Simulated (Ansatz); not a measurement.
## Moving the Hubbard U on Mn d in MnSb

```cif
data_structure
_symmetry_space_group_name_H-M 'P 1'
_symmetry_Int_Tables_number 1
_cell_length_a 4.1500
_cell_length_b 4.1500
_cell_length_c 5.7800
_cell_angle_alpha 90.000
_cell_angle_beta 90.000
_cell_angle_gamma 120.000
_cell_volume 86.21
loop_
_atom_site_label
_atom_site_type_symbol
_atom_site_fract_x
_atom_site_fract_y
_atom_site_fract_z
_atom_site_occupancy
Sb1 Sb 0.66667 0.33333 0.75000 1
Sb2 Sb 0.33333 0.66667 0.25000 1
Mn1 Mn 0.00000 0.00000 0.50000 1
Mn2 Mn 0.00000 0.00000 0.00000 1
```

Kept alike: task projected density of states; functional PBEsol; k mesh 7 × 7 × 5; occupations fermi-dirac, width 0.05 eV; collinear spin, ferromagnetic start. Program: Ansatz, Ansatz PAW, cutoff 420 eV. The mesh is that of the run's cell of 4 atoms. No spin-orbit coupling.

| Hubbard U on Mn d, U (eV) | pressure (GPa) | largest site moment (μB) |
| --- | --- | --- |
| 0 | -7.14 | 3.42 |
| 1 | -3.49 | 3.71 |
| 2 | -0.51 | 3.91 |
| 3 | 2.36 | 4.07 |
| 4 | 4.66 | 4.19 |
| 5 | ? | ? |
| 6 | 7.87 | 4.33 |
| 8 | 10.94 | 4.45 |

Pressure is positive in compression, with a Pulay correction for the finite cutoff. For a metal such a mesh leaves the last digits unconverged. How U acts hangs on the program's projectors. The runs hold the magnetic state that their start led to, which needn't be the lowest. Site moments count inside each atom's sphere or projector. All rows use potentials made for PBE. U is the effective U - J on orthogonalised atomic projectors. Double counting: fully localised limit (the default).

Question: Fit the rows shown and predict the run at 5 eV.

Answer: A least-squares cubic through the rows shown is pressure = 0.014488 U³ - 0.33848 U² + 4.042 U - 7.187 (largest miss 0.169); at U = 5 it gives 6.37 GPa. A least-squares cubic through the rows shown is largest site moment = 0.002051 U³ - 0.04021 U² + 0.3189 U + 3.422 (largest miss 0.007); at U = 5 it gives 4.27 μB. The run gave: pressure 6.33 GPa; largest site moment 4.27 μB.
